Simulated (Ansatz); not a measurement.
# CrCuO2 (R-3m) in Ansatz: a series of runs

One crystal, CrCuO2, is run at these levels: LDA, PBE; tasks: relaxation of cell and atoms, single point.

Program: Ansatz 0.2.0. These are calculated values, not measurements. Logs are shortened: lines on timing, memory, paths and dates and some standing lists are left out, and cuts for length are marked.

### 1 The crystal as given

The structure is trigonal, space group R-3m (No. 166). The conventional cell has a = 2.973 Å, b = 2.973 Å, c = 17.100 Å, α = 90.00°, β = 90.00°, γ = 120.00°. Cu (site symmetry -3m) is surrounded by 2 O at 1.85 Å. Cr (site symmetry -3m) is surrounded by 6 O at 1.99 Å. O (site symmetry 3m) is surrounded by 1 Cu at 1.85 Å and 3 Cr at 1.99 Å.

### 2 Relaxation of cell and atoms, LDA, collinear spin, ferromagnetic start

Input file input.yaml:

```yaml
crystal:
  lattice:
    - [1.4867, 0.8583466452, 5.7]
    - [-1.4867, 0.8583466452, 5.7]
    - [0.0, -1.7166932904, 5.7]
  atoms:
    - { symbol: Cu, position: [0.0, 0.0, 0.0], spin: 0.6 }
    - { symbol: Cr, position: [0.5, 0.5, 0.5], spin: 3.0 }
    - { symbol: O, position: [0.89208, 0.89208, 0.89208] }
    - { symbol: O, position: [0.10792, 0.10792, 0.10792] }
hamiltonian:
  xc: lda
  pseudopotentials: { kind: paw }
magnetization:
  spin_polarized: true
kpoints:
  mp_grid: { grid: [10, 10, 10] }
scf:
  occupations: { method: fermi_dirac, width: 0.05 }
output:
  forces: true
  stress: true
relax:
  f_tol: 0.01
  max_steps: 40
  cell: { stress_tol: 0.05 }
```

Potentials or basis: Ansatz PAW.

Started as:

```sh
$ ansatz run input.yaml --threads 2 --pin off --max-ram 5632MiB --backend cpu --events-out ev --progress --plain --runs-dir out
```

The program printed:

```text
Warning: RAYON_NUM_THREADS=2 ignored (pool sized by the plan → 2); use --threads N
basis.fft_grid_basis auto: the FFT boxes are laid along the combinations [[1, 0, -1], [0, 1, -1], [0, 0, 1]] of the cell's own vectors, 2.973, 2.973 and 5.953 Å long. The dense box has 20×20×40 points. Along the cell's own vectors, as sized, it would have 40×40×40, 4.00 times as many. Of the 12 symmetry operations that the crystal satisfies within crystal.symmetry.tolerance (time reversal apart; of a slab, those that keep its plane) the dense box along the cell's own vectors carries 12, and the one as laid loses 8 of those. basis.fft_grid_basis: typed keeps the cell's own vectors: state it where this run's energies or levels are differenced outside the engine with another run's, or held beside a run that keeps those vectors.
Engine: ansatz 0.2.0, x86_64-unknown-linux-gnu
Pseudopotentials: kind: paw
Pseudopotential: Cu, paw, valence charge 19, recommended cutoff 420 eV (normal), Cu.paw.azcp
Pseudopotential: Cr, paw, valence charge 14, recommended cutoff 420 eV (normal), Cr.paw.azcp
Pseudopotential: O, paw, valence charge 6, recommended cutoff 420 eV (normal), O.paw.azcp
Functional definition: SPW92
  exchange = slater_x
  correlation = pw_c
Crystal: 4 atoms, lattice volume = 43.643 Å³
Basis set: ecut = 420 eV, 817 PW (Γ), FFT grids on a1−a3, a2−a3, a3
Bands: 30, of which v1, the nominal top of the filled ones, is band 23 counted from 1 (22 counted from 0)
Symmetry: 12 space group operations
Space group: R-3m (ITA 166), of the structure as read, at distance tolerance 3.5e-5 Å
Magnetic group: BNS 166.97 (UNI 1327), of the structure as read, at distance tolerance 3.5e-5 Å
k-points: 116 of 1000
Non-local potential: Cu, projectors of the file, l = 0: 3, l = 1: 2, l = 2: 3, l = 3: 1
Non-local potential: Cr, projectors of the file, l = 0: 3, l = 1: 2, l = 2: 3, l = 3: 1
Non-local potential: O, projectors of the file, l = 0: 2, l = 1: 2, l = 2: 1
PAW form: soft (Blöchl's): semilocal exchange-correlation on the pseudo side does not see the compensation charge
PAW frozen core: Cu, regenerated for the run's functional, and the local potential with it (the file was generated under x = pbe(κ = 0.804, μ = 0.2195149727645171), c = pbe(β = 0.06672455060314922))
PAW frozen core: Cr, regenerated for the run's functional, and the local potential with it (the file was generated under x = pbe(κ = 0.804, μ = 0.2195149727645171), c = pbe(β = 0.06672455060314922))
PAW frozen core: O, regenerated for the run's functional, and the local potential with it (the file was generated under x = pbe(κ = 0.804, μ = 0.2195149727645171), c = pbe(β = 0.06672455060314922))
PAW one-centre angular grid: Cu, 590 points (default); XC on 64 Gauss nodes
PAW one-centre angular grid: Cr, 590 points (default); XC on 64 Gauss nodes
PAW one-centre angular grid: O, 110 points (default); XC on 64 Gauss nodes
Initial density: superposition of atomic densities (chi_scale 0.1, normalization cell, long waves kept (reshape's long-wave potential 0.32 eV rms))
Starting moments: Σ|m| = 3.6 μB on 2 of 4 sites
Initial wavefunctions: pseudopotential atomic-orbital guess
Functional: x = slater, c = lda
iter 1 solved again at ethr=2.52e-3 eV; its pass at ethr=3.10e-3 eV (dr2=1.13e0 eV) is discarded
SCF iter   1: F=—  HF=-10990.059467 eV  |F-HF|=—  |Δ(HF+E_count)|=         —  Δρ=4.22e-2 (↑4.22e-2 ↓3.93e-2)  dr2=1.14e0  dr2_m=3.02e-1  M=2.999 μB ∫|m|=3.060 μB  β_m=0.30  ethr=2.52e-3  ⟨swp⟩=1.0  Hψ=32157  notcnv=0
Mixer restart at iter 1: flushing history
preconditioner: auto → none  [insulator: Δε(μ)=0.410 eV  Ē_g=11.207 eV  σ=0.050 eV  W_gap=0.94  n_scr=16 (ndim 8)  ℏωp=30.3 eV  f_vac=0.000  D(μ)=0.03/eV (n_scr^D=0)  ε∞_Penn≈8.3]
SCF iter   2: F=—  HF=-10989.791214 eV  |F-HF|=—  |Δ(HF+E_count)|=   2.68e-1  Δρ=4.04e-2 (↑4.04e-2 ↓2.93e-2)  dr2=5.19e-1  dr2_m=2.10e-1  M=3.000 μB ∫|m|=3.065 μB  β_m=0.35  ethr=2.52e-3  ⟨swp⟩=2.8  Hψ=10926  notcnv=0  defer=13
SCF iter   3: F=—  HF=-10989.730825 eV  |F-HF|=—  |Δ(HF+E_count)|=   6.04e-2  Δρ=2.28e-2 (↑2.28e-2 ↓2.04e-2)  dr2=2.54e-1  dr2_m=9.61e-2  M=3.000 μB ∫|m|=3.056 μB  β_m=0.39  ethr=1.15e-3  ⟨swp⟩=2.0  Hψ=11806  notcnv=0  defer=387
SCF iter   4: F=—  HF=-10989.681126 eV  |F-HF|=—  |Δ(HF+E_count)|=         —  Δρ=1.19e-2 (↑9.36e-3 ↓1.19e-2)  dr2=8.65e-2  dr2_m=9.47e-3  M=3.000 μB ∫|m|=3.055 μB  β_m=0.39  ethr=5.64e-4  ⟨swp⟩=2.1  Hψ=12026  notcnv=0  defer=397
Mixer restart at iter 4: flushing history
SCF iter   5: F=—  HF=-10989.687963 eV  |F-HF|=—  |Δ(HF+E_count)|=   6.84e-3  Δρ=9.70e-3 (↑9.70e-3 ↓8.03e-3)  dr2=8.33e-2  dr2_m=4.72e-3  M=3.000 μB ∫|m|=3.053 μB  β_m=0.32  ethr=1.92e-4  ⟨swp⟩=2.0  Hψ=14400  notcnv=0  defer=404
SCF iter   6: F=—  HF=-10989.669838 eV  |F-HF|=—  |Δ(HF+E_count)|=   1.81e-2  Δρ=4.67e-3 (↑4.17e-3 ↓4.67e-3)  dr2=8.94e-3  dr2_m=4.12e-3  M=3.000 μB ∫|m|=3.053 μB  β_m=0.39  ethr=1.85e-4  ⟨swp⟩=2.0  Hψ=10448  notcnv=0  defer=403
SCF iter   7: F=—  HF=-10989.670042 eV  |F-HF|=—  |Δ(HF+E_count)|=   2.04e-4  Δρ=2.32e-3 (↑9.10e-4 ↓2.32e-3)  dr2=3.24e-3  dr2_m=5.10e-4  M=3.000 μB ∫|m|=3.047 μB  β_m=0.36  ethr=1.99e-5  ⟨swp⟩=2.5  Hψ=11172  notcnv=0  defer=398
SCF iter   8: F=—  HF=-10989.669789 eV  |F-HF|=—  |Δ(HF+E_count)|=   2.53e-4  Δρ=5.98e-4 (↑3.88e-4 ↓5.98e-4)  dr2=6.59e-5  dr2_m=8.16e-5  M=3.000 μB ∫|m|=3.048 μB  β_m=0.36  ethr=7.20e-6  ⟨swp⟩=2.3  Hψ=9948  notcnv=0  defer=398
[... 92 lines left out ...]
SCF iter   7: F=-10989.747154 eV  HF=-10989.747154 eV  |F-HF|=5.15e-8  |Δ(HF+E_count)|=   9.57e-7  Δρ=6.68e-6 (↑4.12e-6 ↓6.68e-6)  dr2=5.65e-8  dr2_m=2.16e-9  M=3.000 μB ∫|m|=3.025 μB  ethr=8.12e-10  ⟨swp⟩=2.0  Hψ=24039  notcnv=0
SCF 7 converged in 7 iterations: F = -10989.747154 eV  dr2 = 5.65e-8
relax step   7: F+E_penalty+E_count = -10989.74715402 eV  Δ(F+E_penalty+E_count) = -5.188e-4 eV  max|allowed force component| = 1.193e-3 eV/Å  Δτ_max = 0.0004 Å  P = +0.006 GPa  Ω = 41.394 Å³  energy of the carried Pulay correction = +4.347e-4 eV  (7 SCF iters, dr2 threshold 4.00e-7 eV, accepted)
iter 1 solved again at ethr=3.86e-8 eV; its pass at ethr=3.10e-3 eV (dr2=1.74e-5 eV) is discarded
SCF iter   1: F=—  HF=-10989.746738 eV  |F-HF|=—  |Δ(HF+E_count)|=         —  Δρ=1.14e-5 (↑9.89e-6 ↓1.14e-5)  dr2=4.20e-8  dr2_m=2.43e-9  M=3.000 μB ∫|m|=3.025 μB  β_m=0.65  ethr=3.86e-8  ⟨swp⟩=3.0  Hψ=43243  notcnv=0
preconditioner: auto → none  [insulator: Δε(μ)=0.563 eV  Ē_g=11.408 eV  σ=0.050 eV  W_gap=0.99  n_scr=16 (ndim 8)  ℏωp=31.1 eV  f_vac=0.007  D(μ)=0.00/eV (n_scr^D=0)  ε∞_Penn≈8.4]
SCF iter   2: F=—  HF=-10989.746735 eV  |F-HF|=—  |Δ(HF+E_count)|=   2.77e-6  Δρ=6.23e-6 (↑6.23e-6 ↓4.28e-6)  dr2=2.46e-8  dr2_m=1.11e-9  M=3.000 μB ∫|m|=3.025 μB  β_m=0.43  ethr=9.33e-11  ⟨swp⟩=2.0  Hψ=11320  notcnv=0
SCF iter   3: F=—  HF=-10989.746735 eV  |F-HF|=—  |Δ(HF+E_count)|=   4.61e-9  Δρ=2.89e-6 (↑2.54e-6 ↓2.89e-6)  dr2=1.71e-9  dr2_m=2.98e-10  M=3.000 μB ∫|m|=3.025 μB  β_m=0.49  ethr=5.47e-11  ⟨swp⟩=2.0  Hψ=9780  notcnv=0
SCF iter   4: F=—  HF=-10989.746735 eV  |F-HF|=—  |Δ(HF+E_count)|=  4.17e-10  Δρ=9.42e-7 (↑9.42e-7 ↓8.67e-7)  dr2=2.40e-10  dr2_m=6.06e-11  M=3.000 μB ∫|m|=3.025 μB  β_m=0.47  ethr=3.79e-12  ⟨swp⟩=2.0  Hψ=9931  notcnv=0
SCF iter   5: F=—  HF=-10989.746735 eV  |F-HF|=—  |Δ(HF+E_count)|=  5.64e-11  Δρ=4.87e-7 (↑4.77e-7 ↓4.87e-7)  dr2=2.29e-10  dr2_m=1.15e-11  M=3.000 μB ∫|m|=3.025 μB  β_m=0.36  ethr=1.00e-12  ⟨swp⟩=2.7  Hψ=12021  notcnv=0
SCF iter   6: F=-10989.746735 eV  HF=-10989.746735 eV  |F-HF|=7.28e-12  |Δ(HF+E_count)|=  3.27e-11  Δρ=1.68e-7 (↑1.14e-7 ↓1.68e-7)  dr2=9.01e-12  dr2_m=5.46e-12  M=3.000 μB ∫|m|=3.025 μB  ethr=1.00e-12  ⟨swp⟩=2.9  Hψ=22104  notcnv=0
SCF 8 converged in 6 iterations: F = -10989.746735 eV  dr2 = 9.01e-12
relax step   8: F+E_penalty+E_count = -10989.74673520 eV  Δ(F+E_penalty+E_count) = +4.188e-4 eV  max|allowed force component| = 1.187e-3 eV/Å  Δτ_max = 0.0000 Å  P = -0.004 GPa  Ω = 41.394 Å³  stress off target by 7.02e-3 GPa  SCF on the basis re-selected at this cell (its energy is not comparable with the rows above)  (6 SCF iters)
basis re-selected at this cell: Δ(F+E_penalty+E_count) = +4.188e-4 eV, ΔP = -0.010 GPa vs the last step (what re-selecting the basis moved, of the pressure what is left beyond the Pulay correction that the steps carried, after the strain that the cell walked since its last selection, with what the two solves' SCF thresholds leave and, on support functions, any second-order correction that the steps lacked; it is no measure of the basis error at this ecutwfc). This SCF's stress stands 7.02e-3 GPa from its target on what of the cell is left free (relax.cell.stress_tol is 5.00e-2 GPa) and its largest allowed force component is 1.19e-3 eV/Å (relax.f_tol is 1.00e-2 eV/Å): within both
SCF converged after 6 iterations
Magnetization: 2.9998 μB (23.9999 up, 21.0001 down)
Absolute magnetization: 3.0280 μB (∫|ρ↑−ρ↓|, with the PAW one-centre terms)
Spin contamination: 0.0211 ħ² per cell (⟨S²⟩ above its minimum at these occupations)
Per-site moments (μB) at R_I (Å): [(0.017963648166564313, 0.7452428400681758), (2.3367082564011805, 0.8067069477571347), (0.01785694407674037, 0.7452428400681758), (0.017856944076740315, 0.7452428400681764)]
Free energy (F): -10989.746735 eV
Harris-Foulkes:  -10989.746735 eV  (|F-HF|=7.28e-12)
Internal energy: -10989.746668 eV  (E = F + TS)
E sigma→0 (E₀):  -10989.746702 eV
Entropy (-TS):   -0.000067 eV (-0.017 meV/atom)
Fermi energy:    12.979484 eV
--- Per-component energies (eV) ---
  E_band       = -644.594740
  E_kinetic    = 991.746719
  E_local      = -6760.585234  (includes V_loc(G=0)·N_el)
  E_nonlocal   = 583.502803
  E_hartree    = 2893.506445
  E_xc         = -370.641329
  E_vxc        = -477.173708  (∫ρ·V_xc dr)
  E_paw        = -3031.562202  (= ΣΔE_a)
  E_vpaw       = -769.104072  (= ΣTr[D̂ρ^β])
  E_aug_tail   = 0.005796  (compensation charges beyond the density's cutoff)
  E_ewald      = -5296.728294
  E_core_change = 1.008628  (= ΣΔE_core)
  E_smearing   = -0.000067  (= −TS)
  E_closure    = 0.000000  (closes the sum)
  Σ components = -10989.746735   (vs F -10989.746735, Δ=0.00e0)
--- Forces (eV/Å), atoms counted from 1 ---
  atom   1  Cu     0.00000000     0.00000000     0.00000000
  atom   2  Cr     0.00000000    -0.00000000     0.00000000
  atom   3  O     -0.00000000    -0.00000000    -0.00118651
  atom   4  O      0.00000000     0.00000000     0.00118651
  max |Σ_I F_I| component: 2.94e-29 eV/Å
--- Stress (GPa, compression-positive) ---
       -0.007016       0.000000       0.000000
        0.000000      -0.007016       0.000000
        0.000000       0.000000       0.001956
  P = ⅓ Tr σ = -0.0040 GPa (-0.040 kbar)
--- Relaxed structure (6 steps of the walk, 6 accepted, 2 SCFs on fresh bases) ---
  F+E_penalty+E_count = -10989.74673520 eV   max|allowed force component| = 1.187e-3 eV/Å   (the final SCF, on the basis selected at the relaxed cell)
  cell:  # Å, volume = 41.3945 Å³
    - [1.4627564152968178, 0.8445228101304703, 5.5847999322229205]
    - [-1.4627564152968178, 0.8445228101304703, 5.5847999322229205]
    - [-8.910657921181006e-33, -1.6890456202609396, 5.5847999322229205]
  atoms:
    - { symbol: Cu, position: [-6.3403635817869996e-21, -6.340363581786117e-21, -6.340363581786486e-21] }
    - { symbol: Cr, position: [0.5000000000000001, 0.5000000000000001, 0.5] }
    - { symbol: O, position: [0.8921686642803285, 0.8921686642803285, 0.8921686642803286] }
    - { symbol: O, position: [0.10783133571967152, 0.10783133571967152, 0.10783133571967153] }
```

Wall time 3 min (2 threads of AMD EPYC (Zen 3), shared host); peak memory 0.55 GiB.

What came out:

```
Free energy                            : -10989.7467 eV
Relaxed volume                         : 10.35 Å³/atom
Relaxed cell                           : a = 5.835 Å, b = 5.835 Å, c = 5.835 Å, α = 29.04°, β = 29.04°, γ = 29.04°
Space group after relaxing (to 0.05 Å) : R-3m (No. 166)
Energy gained by relaxing              : 19.2 meV/atom
Ionic steps                            : 8
Pressure after relaxing                : 0.0 GPa
Band gap on the k mesh                 : 0.56 eV
Net moment                             : 3.00 μB per cell
Absolute moment                        : 3.03 μB per cell
Site moments                           : Cu +0.02; Cr +2.34; O +0.02 μB
```

The path:
```csv
step,energy change (eV),largest force (eV/Å),volume (Å³)
1,0.0000,0.0757,43.64
2,-0.0670,0.0460,42.32
3,-0.0863,0.0482,41.38
4,-0.0861,0.0078,41.46
5,-0.0860,0.0018,41.47
6,-0.0768,0.0000,41.47
7,-0.0774,0.0012,41.39
8,-0.0769,0.0012,41.39
```

Final structure:
```
Cu Cr O
1.0
     1.46276    0.84452    5.58480
    -1.46276    0.84452    5.58480
     0.00000   -1.68905    5.58480
Cu Cr O
1 1 2
Direct
  0.00000 0.00000 0.00000
  0.50000 0.50000 0.50000
  0.89217 0.89217 0.89217
  0.10783 0.10783 0.10783
```

Caveat: the plane-wave basis is chosen anew once the cell has moved, so the energies of steps on either side of that aren't comparable; the pressure holds a Pulay correction of +0.9 GPa for the finite cutoff; only a ferromagnetic start was run, and an antiferromagnetic order may lie lower in energy; the PAW data sets come from PBE, with cores solved anew for the run's functional, which leaves a small shift of forces and pressure.

### 3 Single point, PBE, collinear spin, ferromagnetic start

Changes to input.yaml since step 2:

```diff
@@ -11,3 +11,3 @@
 hamiltonian:
-  xc: lda
+  xc: pbe
   pseudopotentials: { kind: paw }
@@ -18,3 +18,3 @@
 scf:
-  occupations: { method: fermi_dirac, width: 0.05 }
+  occupations: { method: gaussian, width: 0.013 }
 output:
@@ -22,5 +22,2 @@
   stress: true
-relax:
-  f_tol: 0.01
-  max_steps: 40
-  cell: { stress_tol: 0.05 }
+  eigenvalues: true
```

Potentials or basis: Ansatz PAW.

Started as:

```sh
$ ansatz run input.yaml --threads 2 --pin off --max-ram 5632MiB --backend cpu --events-out ev --progress --plain --runs-dir out
```

It took 25 s on 2 threads of AMD EPYC (Zen 3), shared host; peak memory 0.54 GiB.

Results (log left out):

| Property | Result |
| --- | --- |
| Free energy | -11138.5029 eV |
| Pressure | 4.1 GPa |
| Largest force | 0.026 eV/Å |
| Band gap on the k mesh | 1.11 eV, indirect (least direct gap 1.28 eV) |
| Net moment | 3.00 μB per cell |
| Absolute moment | 3.05 μB per cell |
| Site moments | Cu +0.01; Cr +2.40; O +0.01 μB |

Forces on the atoms (eV/Å):
```
Cu   0.000  0.000  0.000
Cr   0.000  0.000  0.000
O    0.000  0.000 -0.026
O    0.000  0.000  0.026
```

Stress tensor (GPa, compression positive):
```
4.27 0.00 0.00
0.00 4.27 0.00
0.00 0.00 3.72
```

Levels at points of the mesh, in eV from the valence-band top:
Spin up:
```tsv
k point	band 22	band 23	band 24	band 25	band 26	band 27
(0.00, 0.00, 0.00)	-1.16	-1.16	-0.81	2.12	2.93	2.93
(0.00, 0.00, -0.50)	-0.62	-0.54	-0.35	2.28	2.67	2.83
(0.00, -0.50, -0.50)	-0.54	-0.53	-0.15	2.23	2.67	2.88
(-0.50, -0.50, -0.50)	-1.15	-1.15	-0.24	2.72	2.72	3.15
```
Spin down:
| k point | band 19 | band 20 | band 21 | band 22 | band 23 | band 24 |
| --- | --- | --- | --- | --- | --- | --- |
| (0.00, 0.00, 0.00) | -2.15 | -1.76 | -1.76 | 1.37 | 1.87 | 1.87 |
| (0.00, 0.00, -0.50) | -1.52 | -1.46 | -0.59 | 1.11 | 2.71 | 2.82 |
| (0.00, -0.50, -0.50) | -1.70 | -1.52 | -0.80 | 1.71 | 2.75 | 2.82 |
| (-0.50, -0.50, -0.50) | -2.14 | -1.14 | -1.14 | 1.86 | 1.86 | 2.68 |

Caveat: the pressure holds a Pulay correction of +0.6 GPa for the finite cutoff; only a ferromagnetic start was run, and an antiferromagnetic order may lie lower in energy. A k mesh can miss the band edges.
